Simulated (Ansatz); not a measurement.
**F: a line through a two-coordinate scan**

Aim: follow the energy of F (C2/c, No. 15; 4 atoms in the cell) along one coordinate, volume per atom at fixed shape, with the other held at shift of F1 along [0 0 1] = 0.057 Å.

Program: Ansatz 0.2.0. Level of theory: DFT PBE+D3(BJ), scalar-relativistic, plane waves, PAW. These are calculated values, not measurements.

16 further runs of the same task are left out: 16 set aside as unsound or not needed.

### Step 1. Starting point

Symmetry: C2/c, No. 15, monoclinic system. Conventional cell: a = 5.668 Å, b = 3.582 Å, c = 6.799 Å, α = 90.00°, β = 91.04°, γ = 90.00°. F (site symmetry 1) is surrounded by 1 F at 1.42 Å.

Coordinates:

```xyz
4
Lattice="2.8182 -1.7912 0.2974 2.8182 1.7912 0.2974 -0.8360 0.0000 6.7469" Properties=species:S:1:pos:R:3 pbc="T T T"
F     4.1471   -0.5881    1.0797
F     1.0713   -0.5881    2.8886
F     0.6533    0.5881    6.2621
F     3.7291    0.5881    4.4531
```

It is the result of an earlier relaxation at this level (volume 17.25 Å³/atom; gap on the mesh: 3.03 eV).

### Step 2. The scan

Atoms count from 1 in the order of the input.

The energy is mapped over a free internal coordinate and the cell.

The axes are (1) shift of F1 along [0 0 1], its symmetry partners moved as symmetry demands (measured in the relaxed cell): 7 values from −0.170 Å; (2) volume per atom at fixed shape: 7 values from 14.84 to 19.67 Å³.

Nothing else is relaxed (all other coordinates fixed). Energies count from the relaxed crystal. Points are written as (first, second).

### Step 3. The run at (0.057 Å, 14.84 Å³)

Input file input.yaml:

```yaml
crystal:
  lattice:
    - [2.6799568887, -1.7033667864, 0.2828237142]
    - [2.6799568887, 1.7033667864, 0.2828237142]
    - [-0.7949966387, 0.0, 6.4160639725]
  atoms:
    - { symbol: F, position: [0.9138648456, 0.585548145, 0.102268055] }
    - { symbol: F, position: [0.414451855, 0.0861351544, 0.397731945] }
    - { symbol: F, position: [0.0861351544, 0.414451855, 0.897731945] }
    - { symbol: F, position: [0.585548145, 0.9138648456, 0.602268055] }
basis:
  ecutwfc: 520.0
kpoints:
  mp_grid: { grid: [8, 8, 4] }
hamiltonian:
  xc: pbe
  dispersion: d3bj
scf:
  occupations: { method: gaussian, width: 0.05 }
output:
  forces: true
  stress: true
  eigenvalues: true
```

Started as:

```console
$ ansatz run input.yaml --threads 1 --pin off --max-ram 2048MiB --backend cpu --events-out ev --progress --plain --runs-dir out
```

The session goes on with these runs: the other points of the line.

**Question.** What will these runs give? Wanted: for each run, volume per atom at fixed shape; energy; slope; pressure; largest force on an atom.

**Answer**, as computed:

| volume per atom at fixed shape (Å³) | step | energy (meV/atom) | slope (meV/atom per Å³) | pressure (GPa) | band gap on the k-mesh (eV) | largest force on an atom (eV/Å) |
| --- | --- | --- | --- | --- | --- | --- |
| 14.84 | 3 | 12 | 6.8 | −1.1 | 2.57 | 0.79 |
| 15.64 | 4 | 23 | 20.0 | −3.2 | 2.34 | 1.45 |
| 16.45 | 5 | 43 | 29.8 | −4.8 | 2.13 | 1.98 |
| 17.25 | 6 | 71 | 37.0 | −5.9 | 1.95 | 2.42 |
| 18.06 | – | 103 | 42.2 | −6.8 | 1.78 | 2.78 |
| 18.86 | 7 | 138 | 46.0 | −7.4 | 1.63 | 3.07 |
| 19.67 | 8 | 176 | 48.5 | −7.8 | 1.50 | 3.30 |

Energies count from the relaxed crystal. Rows without a step come from runs not printed here or follow by symmetry. Slopes come from the forces (and the stress, where the cell changes), not from differences of energies.

In words: The energy is lowest at the end of the line, 14.84 Å³, so the minimum along this coordinate may lie outside the range. The highest point computed, at 19.67 Å³, lies 164 meV/atom above the lowest. This is one cut through a surface in two coordinates; the map's lowest point lies off it.

The gaps are Kohn-Sham values of a semilocal functional, not quasiparticle or optical gaps. Such gaps usually fall short of the measured ones.
